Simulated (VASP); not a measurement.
# A slab model of the (1 1 1) face of Al2Pt, part 2 of 2

Wanted: how the (1 1 1) face of Al2Pt relaxes, and what it costs to take an electron out. The start is a cell from a database of measured crystal structures.

VASP 6.6.1, plane waves and PAW; the level of theory is named at each step.

So far. Step 3 (Surface relaxation): The run ended after 9 ionic steps, 0.043 eV below its first step, once the forces on the free atoms met EDIFFG = -0.03. Step 4 (Potential and states of the slab): The vacuum level lies 4.25 eV above the Fermi level at the upper face; the two faces differ by 0.08 eV, the step that the slab's dipole of 0.006 e·Å makes.

The database entry behind the starting cell differs from later determinations by our own check (0.1 to 0.3 % short, probably kX units), so it need not match the best structure at ambient conditions.

## (7) The slab in a field, field -0.1

A field across the slab, with the atoms held, gives the electronic response: the dipole changes linearly with the field, and the energy has a linear term from the slab's own dipole and a quadratic one from its polarisability.

INCAR reads:

```
SYSTEM = Al2Pt
PREC = Normal
ENCUT = 300
EDIFF = 1E-06
NELM = 120
ISMEAR = 0
SIGMA = 0.2
LREAL = .FALSE.
ALGO = Fast
GGA = PE
NBANDS = 44
LASPH = .TRUE.
LORBIT = 11
LWAVE = .FALSE.
LCHARG = .FALSE.
KPAR = 2
IDIPOL = 3
LDIPOL = .TRUE.
DIPOL = 0.5 0.5 0.5
EFIELD = -0.1
LVHAR = .TRUE.
```

POSCAR reads:

```
Al2Pt
1.0
    4.1790010768      0.0000000000      0.0000000000
   -2.0895005384      3.6191210950      0.0000000000
    0.0000000000      0.0000000000     26.9424903182
Al Pt
8 4
Direct
    0.0000000000      0.0000000000      0.2783707000
    0.3333333300      0.6666666700      0.3416933600
    0.6666666700      0.3333333300      0.4050160200
    0.0000000000      0.0000000000      0.4683386700
    0.3333333300      0.6666666700      0.5323938718
    0.6666666700      0.3333333300      0.5968371819
    0.0000000000      0.0000000000      0.6594771398
    0.3333333300      0.6666666700      0.7173801223
    0.6666666700      0.3333333300      0.3100320300
    0.3333333300      0.6666666700      0.4366773400
    0.0000000000      0.0000000000      0.5648888393
    0.6666666700      0.3333333300      0.6920677984
```

KPOINTS reads:

```
Automatic mesh
0
Gamma
6 6 1
0 0 0
```

PAW data sets: Al and Pt (PBE family, release 64).

On the command line:

```bash
> mpirun -np 2 vasp_std
```

Wall time 38 s (2 MPI ranks of AMD EPYC 7R43, shared host); peak memory 0.36 GiB; 75 s of CPU time.

Numbers from this step:

```
electronic cycles       : 27
free energy (TOTEN)     : -62.8197 eV
energy at zero smearing : -62.7650 eV
Fermi energy            : 1.955 eV
dipole moment           : 0, 0, -0.1178 e·Å
```

Zero at the Fermi level. The planar average of the electrostatic potential by height:

height (Å), planar average of the electrostatic potential (eV) and a bar from the least value:
```
      0.0        4.2 #############################
      0.5        3.6 ############################
      1.0        3.7 ############################
      1.5        3.7 ############################
      2.0        3.8 ############################
      2.5        3.8 ############################
      3.0        3.9 ############################
      3.5        3.9 #############################
      4.0        4.0 #############################
      4.5        4.0 #############################
      5.0        4.0 #############################
      5.5        3.9 #############################
      6.0        3.5 ############################
      6.5        2.1 ##########################
      7.0       -2.3 ###################
      7.5       -9.2 ########
      8.0      -11.9 ###
      8.5      -12.0 ###
      9.0      -11.2 ####
      9.5       -5.7 #############
     10.0       -1.0 #####################
     10.5       -4.2 ################
     11.0      -10.2 ######
     11.5      -11.9 ###
     12.0      -11.9 ###
     12.5      -10.5 ######
     13.0       -4.5 ###############
     13.5       -0.8 #####################
     14.0       -4.9 ##############
     14.5      -10.5 ######
     15.0      -11.7 ####
     15.5      -11.8 ###
     16.0      -10.0 ######
     16.5       -4.1 ################
     17.0       -1.2 ####################
     17.5       -6.1 #############
     18.0      -11.2 ####
     18.5      -12.6 ##
     19.0      -13.9 
     19.5       -8.5 #########
     20.0       -0.3 ######################
     20.5        2.8 ###########################
     21.0        3.9 ############################
     21.5        4.2 #############################
     22.0        4.3 #############################
     22.5        4.4 #############################
     23.0        4.5 #############################
     23.5        4.5 ##############################
     24.0        4.6 ##############################
     24.5        4.6 ##############################
     25.0        4.7 ##############################
     25.5        4.7 ##############################
     26.0        4.8 ##############################
     26.5        4.8 ##############################
```

Force by atom:

```csv
atom,x (eV/Å),y (eV/Å),z (eV/Å),size
Al1,0.000,0.000,0.445,0.445
Al2,0.000,0.000,-0.003,0.003
Al3,0.000,0.000,-0.069,0.069
Al4,0.000,0.000,0.088,0.088
Al5,0.000,0.000,0.013,0.013
Al6,0.000,0.000,-0.014,0.014
Al7,0.000,0.000,-0.002,0.002
Al8,0.000,0.000,-0.008,0.008
Pt9,0.000,0.000,-0.420,0.420
Pt10,0.000,0.000,-0.031,0.031
Pt11,0.000,0.000,-0.005,0.005
Pt12,0.000,0.000,0.004,0.004
```

VASP counts the dipole in electrons times Å, so a positive number points the physical dipole along −c. A positive EFIELD is likewise a physical field along −c.

Energy at zero smearing: -62.76496 eV.

## (8) The slab in a field, field 0.1

INCAR, as its differences from that of step 7:

```diff
@@ -19,3 +19,3 @@
 DIPOL = 0.5 0.5 0.5
-EFIELD = -0.1
+EFIELD = 0.1
 LVHAR = .TRUE.
```

POSCAR is that of step 7.

KPOINTS is that of step 7.

On the command line:

```bash
> mpirun -np 2 vasp_std
```

Run time: 40 s. Hardware: 2 MPI ranks; peak memory 0.35 GiB; 79 s of CPU time.

This step gave:

* free energy (TOTEN): -62.8209 eV
* energy at zero smearing: -62.7663 eV
* Fermi energy: 1.96 eV
* dipole moment: 0, 0, 0.1303 e·Å

Zero at the Fermi level. The planar average of the electrostatic potential by height:

```csv
height (Å),planar average of the electrostatic potential (eV)
0,4.21
1,4.68
2,4.58
3,4.48
4,4.38
5,4.23
6,3.56
7,-2.29
8,-11.9
9,-11.2
10,-0.963
11,-10.2
12,-11.9
13,-4.50
14,-4.94
15,-11.6
16,-10.0
17,-1.21
18,-11.2
19,-13.9
20,-0.316
21,3.78
22,4.10
23,4.04
24,3.94
25,3.84
26,3.74
```

Force by atom:

```csv
atom,x (eV/Å),y (eV/Å),z (eV/Å),size
Al1,0.000,0.000,0.440,0.440
Al2,0.000,0.000,-0.009,0.009
Al3,0.000,0.000,-0.066,0.066
Al4,0.000,0.000,0.090,0.090
Al5,0.000,0.000,0.015,0.015
Al6,0.000,0.000,-0.011,0.011
Al7,0.000,0.000,-0.009,0.009
Al8,0.000,0.000,-0.015,0.015
Pt9,0.000,0.000,-0.407,0.407
Pt10,0.000,0.000,-0.036,0.036
Pt11,0.000,0.000,-0.012,0.012
Pt12,0.000,0.000,0.021,0.021
```

Energy at zero smearing: -62.76627 eV.

## (9) The slab in a field, field 0.2

INCAR, as its differences from that of step 8:

```diff
@@ -19,3 +19,3 @@
 DIPOL = 0.5 0.5 0.5
-EFIELD = 0.1
+EFIELD = 0.2
 LVHAR = .TRUE.
```

POSCAR is that of step 8.

KPOINTS is that of step 8.

On the command line:

```bash
> mpirun -np 2 vasp_std
```

It took 41 s on 2 MPI ranks; peak memory 0.35 GiB.

Zero at the Fermi level. Planar average of the electrostatic potential against height:

```csv
height (Å),planar average of the electrostatic potential (eV)
0.0,4.21
0.5,5.29
1.0,5.18
1.5,5.09
2.0,4.99
2.5,4.88
3.0,4.78
3.5,4.68
4.0,4.58
4.5,4.47
5.0,4.34
5.5,4.11
6.0,3.59
6.5,2.14
7.0,-2.29
7.5,-9.19
8.0,-11.9
8.5,-12.0
9.0,-11.2
9.5,-5.70
10.0,-0.964
10.5,-4.19
11.0,-10.2
11.5,-11.9
12.0,-11.9
12.5,-10.5
13.0,-4.50
13.5,-0.755
14.0,-4.94
14.5,-10.5
15.0,-11.6
15.5,-11.7
16.0,-10.0
16.5,-4.13
17.0,-1.21
17.5,-6.09
18.0,-11.2
18.5,-12.6
19.0,-13.9
19.5,-8.49
20.0,-0.314
20.5,2.79
21.0,3.75
21.5,3.98
22.0,3.98
22.5,3.91
23.0,3.82
23.5,3.73
24.0,3.63
24.5,3.53
25.0,3.43
25.5,3.33
26.0,3.23
26.5,3.13
```

Energy at zero smearing: -62.78552 eV.

## (10) Side by side

Times are for 2 MPI ranks of AMD EPYC 7R43, shared host. The series side by side:

```csv
no.,field,electronic cycles,time,memory (GiB)
1,-0.1,27,38 s,0.36
2,0.1,27,40 s,0.35
3,0.2,28,41 s,0.35
```

The runs together. The planar average of the electrostatic potential by height:

```csv
height (Å),-0.1 (eV),0.1 (eV),0.2 (eV)
0,4.22,4.21,4.21
1,3.68,4.68,5.18
2,3.78,4.58,4.99
3,3.88,4.48,4.78
4,3.98,4.38,4.58
5,4.02,4.23,4.34
6,3.51,3.56,3.59
7,-2.28,-2.29,-2.29
8,-11.9,-11.9,-11.9
9,-11.2,-11.2,-11.2
10,-0.960,-0.963,-0.964
11,-10.2,-10.2,-10.2
12,-11.9,-11.9,-11.9
13,-4.50,-4.50,-4.50
14,-4.94,-4.94,-4.94
15,-11.7,-11.6,-11.6
16,-10.0,-10.0,-10.0
17,-1.22,-1.21,-1.21
18,-11.2,-11.2,-11.2
19,-13.9,-13.9,-13.9
20,-0.319,-0.316,-0.314
21,3.86,3.78,3.75
22,4.34,4.10,3.98
23,4.47,4.04,3.82
24,4.57,3.94,3.63
25,4.67,3.84,3.43
26,4.77,3.74,3.23
```

## (11) Putting the energies together

This step: slab, PBE; plane waves and PAW (VASP 6.6.1).

No new run; the numbers come from the runs before.

Numbers from this step:

```yaml
surface_energy_as_cut: 1.215 J/m²
relaxation_gain: 0.04552 J/m²
surface_energy_relaxed: 1.170 J/m²
polarisability_per_area_of_the_slab_or_monolayer: 1.181 Å
```

VASP counts both for electrons: a positive EFIELD is a field along -c, and a positive dipole, in electrons times A, points along -c. Field, by row:

```csv
EFIELD (eV/Å),dipole along z (e Å),energy change (eV)
-0.1,-0.1178,-0.005544
0,0.006243,0
0.1,0.1303,-0.006854
0.2,0.2543,-0.02611
```

The surface energy as cut is the slab's energy at the first step, less 12 times the bulk energy an atom (-5.4176 eV), over twice the area of 15.12 Å².

The polarisability is the slope of the dipole against the field, as a volume for each unit of area.

## (12) Results

```json
{
 "surface energy, relaxed": "1.17 J/m²",
 "surface energy, as cut": "1.22 J/m²",
 "work function of the slab": "4.25 eV",
 "polarisability per area of the slab or monolayer": "1.18 Å"
}
```

In words: The work function is 4.25 eV at the upper face and 4.18 eV at the lower, which was held as cut. The surface costs 1.17 J/m²; for a metal this figure can move by about 0.1 J/m² with the k mesh. Relaxing the upper layers lowers the surface energy from 1.22 to 1.17 J/m². The value as cut is the mean over both faces, and the gain of the relaxation is booked to the faces that were free. The atom that ends on top (Al) moved inwards by 0.11 Å. Spin-orbit coupling is left out, which matters for the heavy elements here. The cell in the plane was kept as given and was not relaxed here.

[Lines on the potential files, build, host, timing and source positions are cut from VASP's logs without a mark.]

[Logs are printed without paths, hosts, clocks, repeated set-up lines and the standing remarks that a program may print on its own settings, such as how far it seeks lower states.]

[Hosts, paths, dates, database ids (printed as entryN), source tags and the programs' standing remarks are cut or masked in the printed files.]

[In band tables of VASP the shares of atoms and orbitals are scaled to a sum of 1 inside the atoms' spheres.]

[Runs that stopped without an error message from VASP are left out.]
